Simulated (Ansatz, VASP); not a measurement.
Au in VASP and in Ansatz

```
Au
1.0
     4.07108    0.00000    0.00000
     0.00000    4.07108    0.00000
     0.00000    0.00000    4.07108
Au
3
Direct
  0.00000 0.50000 0.50000
  0.50000 0.00000 0.50000
  0.50000 0.50000 0.00000
```

This isn't the form of Au at room conditions, which is fcc.

Alike in both runs: task single point; functional PBEsol; dispersion D4; k mesh 6 × 6 × 6; occupations methfessel-paxton of order 1, width 0.15 eV; no spin polarisation.

```csv
,VASP,Ansatz
version,VASP 6.6.1,Ansatz 0.2.0
potentials or method,"VASP PAW PBE potentials, release 64 (Au)","plane waves, PAW"
plane-wave cutoff (eV),520,460
valence electrons in the cell,33,57
```

|  | VASP | Ansatz | Ansatz less VASP |
| --- | --- | --- | --- |
| dispersion energy (meV/atom) | -306.2 | -306.3 | -0.18 |

The two sets of potentials don't hold the same shells in valence.

 The runs have no spin-orbit coupling, so splittings on Au are missing.
